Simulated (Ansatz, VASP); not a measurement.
**One calculation of KCl, two programs**

INCAR

```
SYSTEM = KCl
PREC = Accurate
ENCUT = 520
EDIFF = 1E-6
ISMEAR = 0
SIGMA = 0.05
LREAL = .FALSE.
LASPH = .TRUE.
NELM = 80
ALGO = Normal
ISIF = 2
LWAVE = .FALSE.
LCHARG = .TRUE.
GGA = PE
LELF = .TRUE.
LVHAR = .TRUE.
NBANDS = 15
```

KPOINTS

```
regular mesh
0
G
  8 8 8
  0 0 0
```

The input POSCAR:

```
KCl
1.0
    3.8391960000      0.0000000000      0.0000000000
    0.0000000000      3.8391960000      0.0000000000
    0.0000000000      0.0000000000      3.8391960000
K Cl
1 1
Direct
    0.0000000000      0.0000000000      0.0000000000
    0.5390706804      0.5000000000      0.5000000000
```

Input for Ansatz:

```yaml
crystal:
  lattice:
    - [3.839196, 0.0, 0.0]
    - [0.0, 3.839196, 0.0]
    - [0.0, 0.0, 3.839196]
  atoms:
    - { symbol: K, position: [0.0, 0.0, 0.0] }
    - { symbol: Cl, position: [0.5390706804, 0.5, 0.5] }
basis:
  ecutwfc: 420
  fft_grid_basis: typed
kpoints:
  mp_grid: { grid: [8, 8, 8] }
hamiltonian:
  xc: pbe
  pseudopotentials: { kind: paw }
scf:
  occupations: { method: gaussian, width: 0.05 }
output:
  forces: true
  stress: true
  eigenvalues: true
  bader: true
  write_density: true
  volumetric_format: npy
```

Measurements of this composition are mostly on another form, of space group No. 225.

Alike in both runs: task single point; functional PBE; k mesh 8 × 8 × 8; occupations gaussian, width 0.05 eV; no spin polarisation.

```csv
,VASP,Ansatz
version,VASP 6.6.1,Ansatz 0.2.0
potentials or method,"VASP PAW PBE potentials, release 64 (K_sv, Cl)","scalar-relativistic, plane waves, PAW"
plane-wave cutoff (eV),520,420
valence electrons in the cell,16,16
```

```tsv
	VASP	Ansatz	Ansatz less VASP
gap on the k mesh at the Fermi level (eV)	4.80	4.80	+0.001
pressure (GPa)	0.1	0.1	-0.01
rms of the force components (eV/Å)	0.056	0.055	-0.0013
```

Atom by atom the forces differ by 0.001 eV/Å (rms over components).

A k mesh can miss the band edges. Expect the measured gap to be larger: semilocal functionals such as PBE lack the derivative discontinuity.
